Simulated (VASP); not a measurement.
NaCl in VASP 6.6.1, single-point calculation

INCAR

```
ISMEAR = 0
NBANDS = 31
ENCUT = 520
PREC = Accurate
NSW = 0
NELM = 120
SIGMA = 0.5
LCHARG = .FALSE.
EDIFF = 1E-7
GGA = PE
IBRION = -1
ISIF = 2
LREAL = .FALSE.
LWAVE = .FALSE.
LASPH = .TRUE.
```

KPOINTS

```
KPOINTS created by Atomic Simulation Environment
0
Gamma
8 8 8
0 0 0
```

POSCAR

```
Na Cl
 1.0000000000000000
     0.0000000000000000    2.7589767059999999    2.8245598581000002
     2.7589767059999999    0.0000000000000000    2.8245598581000002
     2.7589767059999999    2.7589767059999999    0.0000000000000000
 Na  Cl
   1   1
Cartesian
  0.0000000000000000  0.0000000000000000  0.0000000000000000
  2.7589767059999999  2.7589767059999999  2.8245598581000002
```

The recommended PBE PAW datasets give the neutral cell 14 valence electrons.

Command

```
mpirun -np 1 vasp_std
```

OSZICAR

```
N       E                     dE             d eps       ncg     rms          rms(c)
DAV:   1     0.129981415920E+03    0.12998E+03   -0.52677E+03  3855   0.460E+02
DAV:   2     0.290723778792E+01   -0.12707E+03   -0.11381E+03  3983   0.190E+02
DAV:   3    -0.682958820941E+01   -0.97368E+01   -0.96174E+01  4626   0.435E+01
DAV:   4    -0.694694223093E+01   -0.11735E+00   -0.11730E+00  4361   0.471E+00
DAV:   5    -0.694772075917E+01   -0.77853E-03   -0.77851E-03  4434   0.412E-01    0.217E+00
DAV:   6    -0.676193757424E+01    0.18578E+00   -0.12918E-01  4629   0.149E+00    0.156E+00
DAV:   7    -0.675111880892E+01    0.10819E-01   -0.48840E-02  5298   0.798E-01    0.117E+00
DAV:   8    -0.675655277045E+01   -0.54340E-02   -0.10316E-02  4176   0.424E-01    0.545E-01
DAV:   9    -0.675619084365E+01    0.36193E-03   -0.50060E-04  4274   0.860E-02    0.197E-01
DAV:  10    -0.675624499599E+01   -0.54152E-04   -0.77844E-05  4310   0.356E-02    0.162E-02
DAV:  11    -0.675625058047E+01   -0.55845E-05   -0.46170E-06  4582   0.746E-03    0.102E-02
DAV:  12    -0.675625075439E+01   -0.17392E-06   -0.31431E-07  4312   0.327E-03    0.722E-04
DAV:  13    -0.675625099008E+01   -0.23569E-06   -0.79951E-08  4352   0.111E-03    0.118E-03
DAV:  14    -0.675625094170E+01    0.48378E-07   -0.20221E-09  2944   0.202E-04
   1 F= -.67562509E+01 E0= -.67562509E+01  d E =-.754423E-10
```

Standard output (part)

```
POSCAR found type information on POSCAR NaCl
 POSCAR found :  2 types and       2 ions
 LDA part: xc-table for (Slater+PW92), standard interpolation
 POSCAR, INCAR and KPOINTS ok, starting setup
 WAVECAR not read
 entering main loop
```

From OUTCAR

```
k-points           NKPTS =     59   k-points in BZ     NKDIM =     59   number of bands    NBANDS=     31

   NELECT =      14.0000    total number of electrons

   dimension x,y,z NGX =    30 NGY =   30 NGZ =   30
   dimension x,y,z NGXF=    60 NGYF=   60 NGZF=   60

  energy-cutoff  :      520.00
  volume of cell :       43.00
      direct lattice vectors                 reciprocal lattice vectors
     0.000000000  2.758976706  2.824559858    -0.181226612  0.181226612  0.177018730
     2.758976706  0.000000000  2.824559858     0.181226612 -0.181226612  0.177018730
     2.758976706  2.758976706  0.000000000     0.181226612  0.181226612 -0.177018730

 k-points in reciprocal lattice and weights: KPOINTS created by Atomic Simulation Env
   0.00000000  0.00000000  0.00000000       0.002
   0.12500000  0.00000000  0.00000000       0.016
   0.25000000  0.00000000  0.00000000       0.016
   0.37500000  0.00000000  0.00000000       0.016
   0.50000000  0.00000000  0.00000000       0.008
   0.12500000  0.12500000  0.00000000       0.004
   0.25000000  0.12500000  0.00000000       0.016
   0.37500000  0.12500000  0.00000000       0.016
   ...

 E-fermi :   1.6849

 k-point     1 :       0.0000    0.0000    0.0000
  band No.  band energies     occupation
      1     -21.2221      2.00000
      2     -21.2189      2.00000
      3     -21.2189      2.00000
      4     -13.2393      2.00000
      5      -0.4863      2.00000
      6      -0.4863      2.00000
      7      -0.4714      2.00000
      8       4.7940      0.00000
      9      10.5618      0.00000
     10      10.7441      0.00000
     11      10.7441      0.00000
     12      12.7489      0.00000
     13      13.0437      0.00000
     14      14.5790      0.00000
     15      16.6886      0.00000
     16      17.2210      0.00000
     17      17.2210      0.00000
     18      24.0154      0.00000
     19      26.3875      0.00000
     20      26.3875      0.00000
     21      26.8817      0.00000
     22      27.3109      0.00000
     23      27.8811      0.00000
     24      27.8811      0.00000
     25      30.6589      0.00000
     26      30.8225      0.00000
     27      34.0669      0.00000
     28      34.5552      0.00000
     29      34.5552      0.00000
     30      36.9540      0.00000
     31      36.9756      0.00000

 k-point     2 :       0.1250    0.0000    0.0000
  band No.  band energies     occupation
      1     -21.2256      2.00000
      2     -21.2211      2.00000
      3     -21.2192      2.00000
      4     -13.1862      2.00000
      5      -0.8746      2.00000
      6      -0.5275      2.00000
      7      -0.5241      2.00000
      8       5.3067      0.00000
      9      10.1439      0.00000
     10      10.8209      0.00000
     11      10.9534      0.00000
     12      12.5269      0.00000
     13      12.7758      0.00000
     14      15.5415      0.00000
     15      16.8414      0.00000
     16      17.6932      0.00000
     17      18.0304      0.00000
     18      23.7537      0.00000
     19      24.8238      0.00000
     20      24.9177      0.00000
     21      25.2551      0.00000
     22      27.8306      0.00000
     23      27.9492      0.00000
     24      29.6551      0.00000
     25      30.6979      0.00000
     26      30.9147      0.00000
     27      34.3942      0.00000
     28      34.4532      0.00000
     29      34.6289      0.00000
     30      37.4417      0.00000
     31      38.0163      0.00000

 ...

  Total        0.6486910      0.6486910      0.3255231      0.0000000     -0.0000000     -0.0000000
  in kB       24.1697177     24.1697177     12.1287376      0.0000000     -0.0000000     -0.0000000
  external PRESSURE =      20.1560577 kB  Pullay stress =       0.0000000 kB

 POSITION                                       TOTAL-FORCE (eV/Angst)
 -----------------------------------------------------------------------------------
      0.00000      0.00000      0.00000         0.000000      0.000000      0.000000
      2.75898      2.75898      2.82456         0.000000      0.000000     -0.000000
 -----------------------------------------------------------------------------------
    total drift:                               -0.000000      0.000000      0.000000

  FREE ENERGIE OF THE ION-ELECTRON SYSTEM (eV)
  ---------------------------------------------------
  free  energy   TOTEN  =        -6.7562509417 eV

  energy  without entropy=       -6.7562509416  energy(sigma->0) =       -6.75625094
```

It converged. Results: gap between bands v and c on the k mesh 5.27 eV; least direct gap on the k mesh 5.27 eV; pressure 2.0 GPa. Band v is the last that the valence electrons fill when counted band by band, and c is the next.

For comparison, a separate PBE run of the intended cell, on usual settings and not on those above, gives a gap of 5.27 eV on its mesh and a pressure of 2.0 GPa.

The run above took about 78 s on one core of a shared host (Intel Xeon Platinum 8488C) and held 0.2 GiB at most.
